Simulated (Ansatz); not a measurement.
The system is NiO.

```
CELL_PARAMETERS angstrom
2.50462 0.00000 0.00000
0.00000 2.50462 0.00000
0.00000 0.00000 2.50462
ATOMIC_POSITIONS crystal
Ni 0.00000 0.00000 0.00000
O 0.50000 0.50000 0.50000
```

Measurements of this composition are mostly on another form, of space group No. 225.

Base run:

```yaml
Program: Ansatz 0.2.0
Functional: PBE
Potentials_or_basis: Ansatz PAW
Cutoff: "420 eV (not typed: the program's choice for these potentials)"
k_mesh: 9 × 9 × 9
Occupations: fermi-dirac, width 0.05 eV
Spin: collinear spin, ferromagnetic start
Starting_moments: "[1.0, 0.0] μB"
Fixed_moment: 1 μB
```

Its results: pressure 26.3 GPa; site moments Ni +0.78; O +0.23 μB.

Q: The run is repeated on the same cell with these changes: fixed moment from 1 μB to 0.2 μB; moments at the start from [1.0, 0.0] to [0.2, 0.0]. What comes out?

A: Pressure 23.9 GPa; site moments Ni +0.16; O +0.04 μB.

Caveats: the total moment is fixed, so each spin has its own Fermi level; the thresholds are loose for stress; a cell with one magnetic atom can't hold antiferromagnetic order, which such compounds often take (some runs).
